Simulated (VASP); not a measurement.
# A VASP 6.6.1 single-point calculation on CaO

INCAR

```
ISMEAR = -1
LWAVE = .FALSE.
LREAL = .FALSE.
IBRION = -1
GGA = PE
NSW = 0
NBANDS = 15
NELM = 96
PREC = Accurate
SIGMA = 0.02
ENCUT = 520
ISIF = 2
LASPH = .TRUE.
ADDGRID = .TRUE.
EDIFF = 1E-7
LCHARG = .FALSE.
```

KPOINTS

```
KPOINTS created by Atomic Simulation Environment
0
Gamma
10 10 10
0 0 0
```

POSCAR

```
Ca O
 1.0000000000000000
     0.0000000000000000    2.3256236101000001    2.4370317782000002
     2.3256236101000001    0.0000000000000000    2.4370317782000002
     2.3256236101000001    2.3256236101000001    0.0000000000000000
 Ca  O
   1   1
Cartesian
  0.0000000000000000  0.0000000000000000  0.0000000000000000
  2.3256236101000001  2.3256236101000001  2.4370317782000002
```

The recommended PBE PAW datasets give the neutral cell 16 valence electrons.

Command

```
mpirun -np 1 vasp_std
```

Q: How does this run end, and what does it give?

A: It converged. Results: gap between bands v and c on the k mesh 3.53 eV; least direct gap on the k mesh 3.91 eV; pressure 9.5 GPa. Band v is the last that the valence electrons fill when counted band by band, and c is the next.

OSZICAR

```
N       E                     dE             d eps       ncg     rms          rms(c)
DAV:   1     0.126115069389E+03    0.12612E+03   -0.84510E+03  3060   0.110E+03
DAV:   2    -0.935956682721E+01   -0.13547E+03   -0.12548E+03  3803   0.293E+02
DAV:   3    -0.143370045449E+02   -0.49774E+01   -0.49462E+01  3571   0.590E+01
DAV:   4    -0.144653003333E+02   -0.12830E+00   -0.12822E+00  4440   0.843E+00
DAV:   5    -0.144667524634E+02   -0.14521E-02   -0.14521E-02  3542   0.811E-01    0.861E+00
DAV:   6    -0.127955240303E+02    0.16712E+01   -0.49494E+00  3509   0.222E+01    0.345E+00
DAV:   7    -0.127315617457E+02    0.63962E-01   -0.39210E-01  3565   0.661E+00    0.178E+00
DAV:   8    -0.127285552026E+02    0.30065E-02   -0.74224E-02  4005   0.292E+00    0.420E-01
DAV:   9    -0.127268785834E+02    0.16766E-02   -0.49164E-03  3151   0.616E-01    0.107E-01
DAV:  10    -0.127275024866E+02   -0.62390E-03   -0.73890E-04  3769   0.245E-01    0.380E-02
DAV:  11    -0.127274772121E+02    0.25275E-04   -0.64598E-05  3742   0.905E-02    0.104E-02
DAV:  12    -0.127274761228E+02    0.10893E-05   -0.79752E-06  3613   0.316E-02    0.125E-03
DAV:  13    -0.127274761419E+02   -0.19038E-07   -0.42792E-07  3767   0.593E-03
   1 F= -.12727476E+02 E0= -.12727476E+02  d E =-.688891E-11
```

Standard output (part)

```
POSCAR found type information on POSCAR CaO
 POSCAR found :  2 types and       2 ions
 LDA part: xc-table for (Slater+PW92), standard interpolation
 POSCAR, INCAR and KPOINTS ok, starting setup
 WAVECAR not read
 entering main loop
```

For comparison, a separate PBE run of the intended cell, on usual settings and not on those above, gives a gap of 3.53 eV on its mesh and a pressure of 9.5 GPa.
